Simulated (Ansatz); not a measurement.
**Relativistic treatment of CdSe**

```
Cd Se
1.0
     0.00000    2.87396    2.87396
     2.87396    0.00000    2.87396
     2.87396    2.87396    0.00000
Cd Se
1 1
Direct
  0.00000 0.00000 0.00000
  0.50000 0.50000 0.50000
```

Atom numbers follow the list: Cd1, Se2.

The conventional cell has a = 5.748 Å, b = 5.748 Å, c = 5.748 Å, α = 90.00°, β = 90.00°, γ = 90.00°. Cd (atom 1) has 6 Se at 2.87 Å as nearest neighbours. Around Se (atom 2) lie 6 Cd at 2.87 Å.

Structure from Materials Project entry mp-1055 (possibly hypothetical), not relaxed further.

One fixed cell is solved with PBEsol by full-potential LAPW in Ansatz 0.2.0 under different relativistic treatments. Pressure is positive in compression.

Settings: a Γ-centred 11×11×11 k mesh, Fermi–Dirac smearing of 0.05 eV, basis error target 0.5 meV/atom, no spin polarisation.

Gaps under 0.4 eV may close at points that the mesh misses.

| setting | P (GPa) | gap on the k mesh (eV) |
| --- | --- | --- |
| scalar-relativistic | -3.86 | none |
| non-relativistic | -2.32 | 0.34 |
| with spin–orbit coupling | -3.88 | none |
| scalar-relativistic, point nuclei | -3.86 | none |
